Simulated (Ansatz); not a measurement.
Write the native input for Ansatz 0.2.0 that does the following.

```
Task                : electric field gradients
Functional          : PBE
Potentials or basis : all-electron PAW datasets made for the crystal
Cutoff              : 240 eV (chosen from the basis error)
k mesh              : 8 × 8 × 8
Occupations         : fermi-dirac, width 0.05 eV
Spin                : no spin polarisation
```

Crystal: InAs.

```xyz
2
Lattice="0.0000 2.8773 2.8773 2.8773 0.0000 2.8773 2.8773 2.8773 0.0000" Properties=species:S:1:pos:R:3 pbc="T T T"
In    2.8773    2.8773    2.8773
As    0.0000    0.0000    0.0000
```

Measurements of this composition are mostly on another form, of space group No. 216.

These files were run (other wordings do the same):

input.yaml

```yaml
crystal:
  lattice:
    - [0.0, 2.877304, 2.877304]
    - [2.877304, 0.0, 2.877304]
    - [2.877304, 2.877304, 0.0]
  atoms:
    - { symbol: In, position: [0.5, 0.5, 0.5] }
    - { symbol: As, position: [0.0, 0.0, 0.0] }
kpoints:
  mp_grid: { grid: [8, 8, 8] }
scf:
  occupations: { method: fermi_dirac, width: 0.05 }
hamiltonian:
  xc: pbe
  pseudopotentials: { kind: all_electron, datasets: crystal }
output:
  forces: true
  stress: true
  eigenvalues: true
  efg: {}
```

Potentials or basis: all-electron PAW datasets made for the crystal.

Launch:

```bash
$ ansatz run input.yaml --threads 1 --pin off --max-ram 3072MiB --backend cpu --events-out ev --progress --plain --runs-dir out
```

Results of the run:

The pressure is -0.1 GPa and the band gap on the k mesh is none (metal or under the smearing width).

It took 4 s on 1 thread of Arm Neoverse V2, with other jobs on the host, peak memory 0.43 GiB.
